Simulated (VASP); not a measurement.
A run of VASP 6.6.1 is set up as follows.

Contents of INCAR:

```
  PREC = Accurate
  ENCUT = 520
  EDIFF = 1E-7
  ISMEAR = -1
  SIGMA = 0.13605693000000002
  LREAL = False
  LASPH = True
  NELM = 60
  ALGO = Normal
  ISIF = 2
  LWAVE = False
  LCHARG = True
  LELF = True
  LVHAR = True
  NBANDS = 9
```

File KPOINTS:

```
Automatic mesh
0
Gamma
  14 14 14
```

POSCAR

```
S
1.0
    0.0000000000      1.9479048283      1.9479048283
    1.9479048283      0.0000000000      1.9479048283
    1.9479048283      1.9479048283      0.0000000000
S
1
Direct
    0.0000000000      0.0000000000      0.0000000000
```

Potentials or basis: VASP PAW LDA potentials, release 64 (S).

Launch:

```sh
$ cat potpaw_LDA.64/S/POTCAR > POTCAR
$ mpirun -np 1 vasp_std > vasp.out
```

Task: Estimate the pressure.

Result: -0.4 GPa.

Task: Predict the band gap on the k mesh.

Result: None (metal or under the smearing width).
